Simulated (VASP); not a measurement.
The system is PbF2 (Fluorocronite).

```xyz
3
Lattice="0.0000 2.9637 2.9637 2.9637 0.0000 2.9637 2.9637 2.9637 0.0000" Properties=species:S:1:pos:R:3 pbc="T T T"
Pb    0.0000    0.0000    0.0000
F     4.4455    4.4455    4.4455
F     1.4818    1.4818    1.4818
```

Base run:

| Item | Value |
| --- | --- |
| Program | VASP 6.6.1 |
| Functional | PBE |
| Potentials or basis | VASP PAW PBE potentials, release 64 (Pb_d, F) |
| Cutoff | 520 eV |
| k mesh | 8 × 8 × 8 |
| Occupations | fermi-dirac, width 0.05 eV |
| Spin | no spin polarisation |

Its results: band gap on the k mesh 4.42 eV, indirect (least direct gap 4.56 eV); pressure 2.5 GPa.

Q: The run is repeated on the same cell with these changes: functional from PBE to PBEsol. What comes out?

A: Band gap on the k mesh 4.30 eV, indirect (least direct gap 4.46 eV); pressure -1.3 GPa.

PBEsol binds more tightly than PBE, so the same cell stands under less pressure.

Caveats: spin-orbit coupling is left out, which as a rule narrows the gap of such compounds by several tenths of an eV; the PAW data sets were made with another functional, which shifts forces and pressure a little (some runs).

A k mesh can miss the band edges.

Not every run made on this cell is shown here.
